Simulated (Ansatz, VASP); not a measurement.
## BiTe in VASP and in Ansatz

```
Bi Te
1.0
     2.37325    1.37020    3.24957
    -2.37325    1.37020    3.24957
     0.00000   -2.74039    3.24957
Bi Te
1 1
Direct
  0.50000 0.50000 0.50000
  0.00000 0.00000 0.00000
```

Change from the starting cell: volume scaled by 0.94.

Alike in both runs: task single point; functional PBEsol; k mesh 7 × 7 × 7; occupations fermi-dirac, width 0.05 eV; no spin polarisation.

```csv
,VASP,Ansatz
version,VASP 6.6.1,Ansatz 0.2.0
potentials or method,"VASP PAW PBE potentials, release 64 (Bi_d, Te), cutoff 520 eV","all-electron LAPW, scalar-relativistic"
```

VASP gave:

```
gap on the k mesh at the Fermi level (eV)       : none
pressure (GPa)                                  : 0.8
largest component of the traceless stress (GPa) : 0.57
```

Task: What did Ansatz give for the same quantities?

Result: gap on the k mesh at the Fermi level (eV): none; pressure (GPa): 0.9; largest component of the traceless stress (GPa): 0.57.

A gap of «none» marks a metal or a gap that the smearing closes. Ansatz ran all-electron here, so the differences hold the error of VASP's frozen core and of both bases.

Caveats: spin-orbit coupling is left out, which moves the levels of the heavy elements; the PAW data sets were made with another functional, which shifts forces and pressure a little (VASP).
